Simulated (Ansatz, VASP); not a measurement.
Pt3S in VASP and in Ansatz

```xyz
4
Lattice="3.9732 0.0000 0.0000 0.0000 3.9732 0.0000 0.0000 0.0000 3.9732" Properties=species:S:1:pos:R:3 pbc="T T T"
Pt    0.0000    1.9866    1.9866
Pt    1.9866    0.0000    1.9866
Pt    1.9866    1.9866    0.0000
S     0.0000    0.0000    0.0000
```

Alike in both runs: functional PBE; k mesh 4 × 4 × 4; occupations gaussian, width 0.1 eV; no spin polarisation.

Ansatz relaxed the structure, and its values are those at the end. VASP's run is a single point on that final structure, the one shown.

```csv
,VASP,Ansatz
version,VASP 6.6.1,Ansatz 0.2.0
potentials or method,"VASP PAW PBE potentials, release 64 (Pt, S)","scalar-relativistic, plane waves, PAW"
plane-wave cutoff (eV),520,420
valence electrons in the cell,36,60
```

VASP gave:

- gap on the k mesh at the Fermi level (eV): none
- pressure (GPa): -0.2

**Question.** Estimate Ansatz's values.

**Answer.** gap on the k mesh at the Fermi level (eV): none; pressure (GPa): 0.1.

A gap of «none» marks a metal or a gap that the smearing closes. The two sets of potentials don't hold the same shells in valence.

Caveats: the k mesh is coarse (spacing up to 0.40 Å⁻¹), so the values aren't converged. Spin-orbit coupling is left out, which matters for the levels of Pt.
